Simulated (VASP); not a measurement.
# GaN (Fm-3m) in VASP: a series of runs, part 2 of 2

VASP 6.6.1. The steps go on from the part before.

## Step 3: G0W0 low-scaling quasiparticle levels, PBE

File POSCAR:

```
GaN
1.0
    0.0000000000      2.1352350000      2.1352350000
    2.1352350000      0.0000000000      2.1352350000
    2.1352350000      2.1352350000      0.0000000000
Ga N
1 1
Direct
    0.0000000000      0.0000000000      0.0000000000
    0.5000000000      0.5000000000      0.5000000000
```

File INCAR.step1:

```
SYSTEM = GaN
PREC = Accurate ; ENCUT = 450
EDIFF = 1E-8 ; ISMEAR = 0
SIGMA = 0.01 ; LREAL = .False.
LASPH = .True. ; NELM = 80
ALGO = Normal ; LWAVE = .True.
LCHARG = .False. ; GGA = PE
```

File INCAR.step2:

```
SYSTEM = GaN
PREC = Accurate ; ENCUT = 450
EDIFF = 1E-8 ; ISMEAR = 0
SIGMA = 0.01 ; LREAL = .False.
LASPH = .True. ; NELM = 1
ALGO = Exact ; LWAVE = .True.
LCHARG = .False. ; GGA = PE
NBANDS = 90 ; LOPTICS = .True.
ISTART = 1
```

File INCAR.step3:

```
SYSTEM = GaN
PREC = Accurate ; ENCUT = 450
EDIFF = 1E-8 ; ISMEAR = 0
SIGMA = 0.01 ; LREAL = .False.
LASPH = .True. ; ALGO = EVGW0R
LWAVE = .False. ; LCHARG = .False.
GGA = PE ; NELMGW = 1
NBANDS = 90 ; ENCUTGW = 150
NOMEGA = 16 ; PRECFOCK = Fast
ISTART = 1 ; NBANDSGW = 17
```

File KPOINTS:

```
Automatic mesh
0
Gamma
  4 4 4
  0 0 0
```

Potentials or basis: VASP PAW PBE potentials, release 64 (Ga_d_GW, N_GW).

The run is started by

```
cat potpaw_PBE.64/Ga_d_GW/POTCAR potpaw_PBE.64/N_GW/POTCAR > POTCAR
cp INCAR.step1 INCAR
mpirun -np 1 vasp_std > vasp.out
cp INCAR.step2 INCAR
mpirun -np 1 vasp_std > vasp.out
cp INCAR.step3 INCAR
mpirun -np 1 vasp_std > vasp.out
```

OUTCAR:

```text
SYSTEM = GaN
   PREC = Accurate
   ENCUT = 450
   EDIFF = 1E-8
   ISMEAR = 0
   LREAL = .False.
   LASPH = .True.
   GGA = PE
   NELMGW = 1
   ENCUTGW = 150
   PRECFOCK = Fast
   ISTART = 1

 ion  position               nearest neighbor table
   1  0.000  0.000  0.000-   2 2.14   2 2.14   2 2.14   2 2.14   2 2.14   2 2.14
   2  0.500  0.500  0.500-   1 2.14   1 2.14   1 2.14   1 2.14   1 2.14   1 2.14

  LATTYP: Found a face centered cubic cell.
 ALAT       =     4.2704700000

  Lattice vectors:

 A1 = (   0.0000000000,   2.1352350000,   2.1352350000)
 A2 = (   2.1352350000,   0.0000000000,   2.1352350000)
 A3 = (   2.1352350000,   2.1352350000,   0.0000000000)

Analysis of symmetry for initial positions (statically):
=====================================================================
 Subroutine PRICEL returns:
 Original cell was already a primitive cell.

 Routine SETGRP: Setting up the symmetry group for a
 face centered cubic supercell.

 Subroutine GETGRP returns: Found 48 space group operations
 (whereof 48 operations were pure point group operations)
 out of a pool of 48 trial point group operations.

The static configuration has the point symmetry O_h .

Analysis of symmetry for dynamics (positions and initial velocities):
=====================================================================
 Subroutine PRICEL returns:
 Original cell was already a primitive cell.

 Routine SETGRP: Setting up the symmetry group for a
 face centered cubic supercell.

 Subroutine GETGRP returns: Found 48 space group operations
 (whereof 48 operations were pure point group operations)
 out of a pool of 48 trial point group operations.

The dynamic configuration has the point symmetry O_h .

[... 95 lines left out ...]
   EFERMI =   0.00;   METHOD = LEGACY
   ISMEAR =     0;   SIGMA  =   0.01  broadening in eV -4-tet -1-fermi 0-gaus
   EFERMI_NEDOS =   21; number of points for ismear=-14 and -15
   IALGO  =     38    algorithm
   IMIX   =      4    mixing-type and parameters
     AMIX     =   0.40;   BMIX     =  1.00
     AMIX_MAG =   1.60;   BMIX_MAG =  1.00
  volume/ion in A,a.u.               =       9.74        65.70
  Fermi-wavevector in a.u.,A,eV,Ry     =   1.594814  3.013761 34.605481  2.543431
  Thomas-Fermi vector in A             =   2.692830
   LORBIT       =      0    0 simple, 1 ext, 2 COOP (PROOUT), +10 PAW based schemes
   GGA     = PE    functional components
   LHFCALC =     T    Hartree Fock is set to
   PRECFOCK=fast      Normal, Fast or Accurate (Low or Medium for compatibility)
   ENCUT4O =  -1.0   cutoff for four orbital integrals eV
   NKREDX  =     1    reduce k-point grid by
   NKREDY  =     1    reduce k-point grid by
   NKREDZ  =     1    reduce k-point grid by
   AEXX    =    1.0000 exact exchange contribution
   HFSCREEN=    0.0000 screening length (either q_TF or 0.3 A-1)
   HFSCREENC=   0.0000 screening length for correlation (either q_TF or 0.3 A-1)
   ENCUTFOCK=  -1.0 apply spherical cutoff to Coloumb kernel
   IVDW    =     0    specifies the selected vdW correction
   LEPSILON=     F    determine dielectric tensor
   LRPA    =     F    only Hartree local field effects (RPA)
   LRPAFORCE           =     F    calculate RPA forces
   ENCUTGW             = 150.0    cutoff for response function in eV
   ENCUTGWSOFT         = 120.0    soft cutoff for Coulomb kernel in GW response function in eV
   ENCUTLF             =  -1.0    cutoff for local field effects
   NELMGW              =     1    number of iterations in solving QP/BSE equation
   NELMHF              =     1    number of iterations in the inner HF iteration
   NKREDLFX            =     1    NKREDLFY  =   1   NKREDLFZ  =   1
 non-spin polarized calculation
 Gauss-broadening in eV      SIGMA  =   0.01
  energy-cutoff  :      450.00
  volume of cell :       19.47
 maximum number of plane-waves:       444
 NGX is ok and might be reduce to    24
  NGX = 12; NGY = 12; NGZ = 12
   NGX = 11   NGY = 11   NGZ = 11
 maximum number of plane-waves:        92
 maximum number of plane-waves:     26933
 maximum number of plane-waves:      5065

      cutoff energy     smooth cutoff   RPA   correlation   Hartree contr. to MP2
---------------------------------------------------------------------------------
            150.000           120.000      -15.6940286750      -27.3628947072
            142.857           114.286      -15.4760797958      -27.0151030995
            136.054           108.844      -15.2542298039      -26.6629201437
            129.576           103.661      -15.0250069461      -26.3023107316
            123.405            98.724      -14.7806517023      -25.9210966628
            117.529            94.023      -14.5179841155      -25.5122694676
            111.932            89.546      -14.2675822593      -25.1219272834
            106.602            85.282      -14.0123930559      -24.7241558724
  linear regression
  converged value                          -18.1844550534      -31.2586451374

 QP shifts evaluated in KS or natural orbital/ Bruckner basis
 k-point   1 :       0.0000    0.0000    0.0000
 band No.  KS-energies   sigma(KS)    QP-e(linear)    Z         QP-e(zeros)     Z        occupation    Imag(E_QP)    QP_DIFF TAG

      1      -9.6357     -10.6509     -10.3552       0.7087     -10.3518       0.7020       2.0000      -1.5397       0.0000   2
      2      -6.8090     -10.5806      -9.6260       0.7469      -9.5419       0.7013       2.0000      -0.2285       0.0000   2
      3      -6.8090     -10.5804      -9.6259       0.7469      -9.5418       0.7013       2.0000      -0.2285       0.0000   2
      4      -6.8090     -10.5678      -9.6165       0.7469      -9.5331       0.7015       2.0000      -0.2279       0.0000   2
      5      -6.7198     -10.5291      -9.5569       0.7448      -9.4737       0.7002       2.0000      -0.2897      -0.0000   2
      6      -6.7198     -10.5291      -9.5569       0.7448      -9.4737       0.7002       2.0000      -0.2897      -0.0000   2
[... 144 lines left out ...]
      4      -6.7817     -10.5330      -9.5664       0.7424      -9.4859       0.6986       2.0000      -0.3186       0.0000   2
      5      -6.5529     -10.3427      -9.3882       0.7481      -9.3039       0.7026       2.0000      -0.2233       0.0000   2
      6      -3.9648      -5.8558      -5.3410       0.7278      -5.3260       0.7119       2.0000      -0.6366       0.0000   2
[... 9 lines left out ...]
     16      33.9050      34.4446      34.3420       0.8100      34.3427       0.8127       0.0000      -1.5896      -0.0000   2
     17      36.3472      36.8124      36.6997       0.7578      36.6999       0.7584       0.0000      -1.8044      -0.0000   2

  HF+RPA corr. energy TOTEN  =       -37.70567001 eV

  HF+E_corr(extrapolated)    =       -40.19609639 eV
```

OUTCAR.step1:

```text
SYSTEM = GaN
   PREC = Accurate
   ENCUT = 450
   EDIFF = 1E-8
   ISMEAR = 0
   LREAL = .False.
   LASPH = .True.
[... 331 lines left out ...]
      0.00000      0.00000      0.00000         0.000000      0.000000      0.000000
      2.13524      2.13524      2.13524         0.000000      0.000000     -0.000000
 -----------------------------------------------------------------------------------
    total drift:                                0.000000     -0.000000     -0.000000

  FREE ENERGIE OF THE ION-ELECTRON SYSTEM (eV)
  ---------------------------------------------------
  free  energy   TOTEN  =       -11.0605390476 eV

  energy  without entropy=      -11.0605390476  energy(sigma->0) =      -11.06053905
```

OUTCAR.step2:

```text
SYSTEM = GaN
   PREC = Accurate
   ENCUT = 450
   EDIFF = 1E-8
[... 731 lines left out ...]
  --------------------------------------------------------------------------------------------------------------
     0.00000    14.78856    14.78856    14.78856     0.00000    -0.00000    -0.00000
     1.91832    22.18994    22.18994    22.18994     0.00000    -0.00000    -0.00000
     3.83665    11.45151    11.45151    11.45151    -0.00000    -0.00000    -0.00000
     5.75497   -17.59828   -17.59828   -17.59828     0.00000     0.00000    -0.00000
     7.67330    -5.61509    -5.61509    -5.61509    -0.00000    -0.00000     0.00000
     9.59162     2.20282     2.20282     2.20282    -0.00000    -0.00000     0.00000
[... 92 lines left out ...]
   187.99574     0.96821     0.96821     0.96821     0.00000     0.00000     0.00000
   189.91406     0.96897     0.96897     0.96897     0.00000     0.00000     0.00000
```

Wall time 7.9 min (1 thread of Intel Xeon Platinum 8488C (Sapphire Rapids), shared host); peak memory 2.3 GiB.

What came out:

- Band gap on the k mesh, mean-field level: 0.48 eV, indirect (least direct gap 2.32 eV)
- Quasiparticle gap: 1.25 eV
- Least direct quasiparticle gap: 3.18 eV
- RPA correlation energy: -9.092 eV/atom
- RPA correlation energy per cell: -18.184 eV

Levels at points of the mesh, in eV from the valence-band top:
| k point | band 5 | band 6 | band 7 | band 8 | band 9 | band 10 | band 11 | band 12 | band 13 |
| --- | --- | --- | --- | --- | --- | --- | --- | --- | --- |
| (0.00, 0.00, 0.00) | -13.94 | -13.94 | -0.30 | -0.30 | -0.30 | 2.02 | 14.54 | 14.54 | 14.54 |
| (0.50, 0.00, 0.00) | -13.82 | -13.82 | -7.99 | 0.00 | 0.00 | 4.67 | 9.00 | 9.00 | 9.16 |
| (0.50, 0.50, 0.00) | -13.78 | -10.98 | -6.76 | -2.78 | -2.78 | 0.48 | 7.86 | 11.79 | 14.23 |

Caveat: the k mesh is coarse (spacing up to 0.64 Å⁻¹), so the values aren't converged; the cutoff is under 1.25 times the usual one of these potentials, so pressure, stress and relaxed cells hold a basis-set (Pulay) error; bands, screening cutoff and mesh are small and nothing is extrapolated, so the quasiparticle values aren't converged. A k mesh can miss the band edges.

## Step 4: For comparison

An earlier run on the cell as given: functional PBE; potentials or basis VASP PAW PBE potentials, release 64 (Ga_d, N); cutoff 520 eV; k mesh 11 × 11 × 11; occupations fermi-dirac, width 0.05 eV; no spin polarisation.

- Pressure: 0.4 GPa
- Band gap on the k mesh: 0.54 eV, indirect (least direct gap 2.37 eV)
